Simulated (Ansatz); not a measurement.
Crystal: La2O3.

```
La O
1.0
     3.93078    0.00000    0.00000
    -1.96539    3.40415    0.00000
     0.00000    0.00000    6.11195
La O
2 3
Direct
  0.33333 0.66667 0.24624
  0.66667 0.33333 0.75376
  0.00000 0.00000 0.00000
  0.33333 0.66667 0.64589
  0.66667 0.33333 0.35411
```

The cell is a database's computed one.

Base run:

| Property | Result |
| --- | --- |
| Program | Ansatz 0.2.0 |
| Functional | PBEsol |
| Potentials or basis | all-electron LAPW, scalar-relativistic |
| Cutoff | 258 eV (chosen from the basis error) |
| Basis error allowed | 0.002 eV/atom |
| k mesh | 8 × 8 × 5 |
| Occupations | fermi-dirac, width 0.05 eV |
| Spin | no spin polarisation |

Its results: band gap on the k mesh 3.81 eV, indirect (least direct gap 3.96 eV); pressure -3.0 GPa; largest force 0.092 eV/Å.

Q: The run is repeated on the same cell with these changes: functional from PBEsol to PBE. What comes out?

A: Band gap on the k mesh 3.88 eV, indirect (least direct gap 4.06 eV); pressure 1.9 GPa; largest force 0.016 eV/Å.

PBE binds less tightly than PBEsol, so the same cell stands under more pressure.

Caveats: spin-orbit coupling is left out, which moves the levels of the heavy elements.

A k mesh can miss the band edges.
